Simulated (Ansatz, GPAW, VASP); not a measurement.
# BN: programs and potentials compared

```
CELL_PARAMETERS angstrom
0.00000 1.81300 1.81300
1.81300 0.00000 1.81300
1.81300 1.81300 0.00000
ATOMIC_POSITIONS crystal
N 0.25000 0.25000 0.25000
B 0.00000 0.00000 0.00000
```

The cell is a database's computed one, not the measured one.

Alike in all runs: task single point; functional PBE; k mesh 13 × 13 × 13; occupations gaussian, width 0.013 eV; no spin polarisation; no spin-orbit coupling. Pressure is positive in compression and, in plane waves, holds the error of the finite cutoff.

```csv
program and potentials,plane-wave cutoff (eV),notes,pressure (GPa)
"VASP, PBE PAW files B, N, 520 eV",520,-,-0.16
"GPAW, GPAW PAW data sets (gpaw-data 1.2.1)",800,-,-1.60
"Ansatz, all-electron LAPW, scalar-relativistic",-,-,?
```

**Question.** Estimate from the other rows what the run with Ansatz, all-electron LAPW, scalar-relativistic gave.

**Answer.** Pressure -0.41 GPa. The other rows, which needn't bracket it: pressure -1.60 to -0.16.
